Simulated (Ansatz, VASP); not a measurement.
One calculation of MgI2, two programs

```xyz
3
Lattice="4.1400 0.0000 0.0000 -2.0700 3.5853 0.0000 0.0000 0.0000 6.8800" Properties=species:S:1:pos:R:3 pbc="T T T"
Mg    0.0000    0.0000    0.0000
I     0.0000    2.3902    1.6749
I     2.0700    1.1951    5.2051
```

Alike in both runs: functional PBE; dispersion D3(BJ); k mesh 6 × 6 × 4; occupations gaussian, width 0.02 eV; no spin polarisation.

Ansatz relaxed the structure, and its values are those at the end. VASP's run is a single point on that final structure, the one shown.

|  | VASP | Ansatz |
| --- | --- | --- |
| version | VASP 6.6.1 | Ansatz 0.2.0 |
| potentials or method | VASP PAW PBE potentials, release 64 (Mg, I) | scalar-relativistic, plane waves, PAW |
| plane-wave cutoff (eV) | 520 | 420 |
| valence electrons in the cell | 16 | 44 |

VASP gave:

```
gap on the k mesh at the Fermi level (eV) : 3.53
least direct gap on the mesh (eV)         : 3.73
pressure (GPa)                            : -0.3
rms of the force components (eV/Å)        : 0.004
```

What did Ansatz give for the same quantities?

gap on the k mesh at the Fermi level (eV): 3.55; least direct gap on the mesh (eV): 3.75; pressure (GPa): -0.2; rms of the force components (eV/Å): 0.001.

The two sets of potentials don't hold the same shells in valence. Ansatz warned: «stress_scf_threshold_loose».

Caveats: spin-orbit coupling is left out, which moves the levels of the heavy elements. A k mesh can miss the band edges.
